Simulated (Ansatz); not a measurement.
**CuAu in Ansatz: the effect of functional**

Crystal: CuAu.

```
CELL_PARAMETERS angstrom
2.81075 0.00000 0.00000
0.00000 2.81075 0.00000
0.00000 0.00000 3.68500
ATOMIC_POSITIONS crystal
Au 0.00000 0.00000 0.00000
Cu 0.50000 0.50000 0.50000
```

Alike in all runs:

```yaml
Program: Ansatz 0.2.0
Task: band structure
Potentials_or_basis: all-electron LAPW, scalar-relativistic
Basis_error_allowed: 0.001 eV/atom
k_mesh: 9 × 9 × 7
Occupations: fermi-dirac, width 0.05 eV
Spin: no spin polarisation
```

Task: One run gave: pressure -9.2 GPa. Which functional did it use?
A. PBEsol
B. PBE
C. LDA

Result: C.

```tsv
functional	cutoff	pressure (GPa)
PBE	271 eV (chosen from the basis error)	4.5
LDA	272 eV (chosen from the basis error)	-9.2
PBEsol	271 eV (chosen from the basis error)	-4.0
```
